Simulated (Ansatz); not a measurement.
# Levels of theory for MgTe (4H polytype)

All numbers come from the plane-wave code Ansatz. No magnetic order. The prototype was imposed, so other structures may be more stable.

The cell is MgTe (4H polytype); cell and atoms were relaxed with r2SCAN. The symmetry is P6_3mc (No. 186, hexagonal); a = 4.575 Å, c = 14.920 Å in the conventional setting, 33.81 Å³ an atom. Mg has 4 Te at 2.80 Å; Te has 4 Mg at 2.80 Å.

```
CELL_PARAMETERS angstrom
4.57528 0.00000 0.00000
-2.28764 3.96231 0.00000
0.00000 0.00000 14.92036
ATOMIC_POSITIONS crystal
Mg 0.00000 0.00000 0.99964
Mg 0.33333 0.66667 0.25004
Mg 0.00000 0.00000 0.49964
Mg 0.66667 0.33333 0.75004
Te 0.00000 0.00000 0.18746
Te 0.33333 0.66667 0.43786
Te 0.00000 0.00000 0.68746
Te 0.66667 0.33333 0.93786
```

Relaxed lattice by functional, symmetry kept:

| functional | k mesh | a (Å) | c (Å) | volume (Å³/atom) |
| --- | --- | --- | --- | --- |
| PBE | 6×6×2 | 4.607 | 15.014 | 34.49 |
| r2SCAN | 6×6×2 | 4.575 | 14.920 | 33.81 |

On this one geometry the levels give:
```
  level  k mesh  gap (eV)      kind               edges  least direct gap (eV)
    PBE   6×6×2      2.44    direct                   Γ                   2.44
PBE+SOC   6×6×2      2.17  indirect  (-0.003, 0, 0) → Γ                   2.17
 r2SCAN   6×6×2      3.13    direct                   Γ                   3.13
  HSE06   6×6×2      3.29    direct                   Γ                   3.29
   PBE0   6×6×2      3.92    direct                   Γ                   3.92
```
PBE: smearing of 0.02 eV; the others have fixed occupations.
Wave cutoffs: 420 eV, 500 eV (r2SCAN).
Points off the special ones are mesh points or PBE's searched band edges, reused at the other levels.

The HSE06 gap is direct at Γ: 3.29 eV. Spin-orbit coupling changes the PBE gap by -0.26 eV, to 2.17 eV.

r2SCAN covers 81 % of the step from PBE to HSE06. For gaps to 0.1 eV, spin-orbit coupling (up to 0.26 eV here) has to be included. Direct and least gap lie within 0.04 eV at some levels, so the kind of gap isn't settled.

r2SCAN (ground state on 6×6×2): The electronic dielectric tensor ε∞ is 4.93 along x and y, 4.98 along z. Born charges, averaged over directions: Mg +1.91, Te -1.92 e. The program notes that the ground state's band table doesn't vouch for all the bands that the response reads.

Only the levels marked +SOC include spin-orbit coupling.

Coordinates of k points refer to the reciprocal vectors of the primitive cell of the runs.
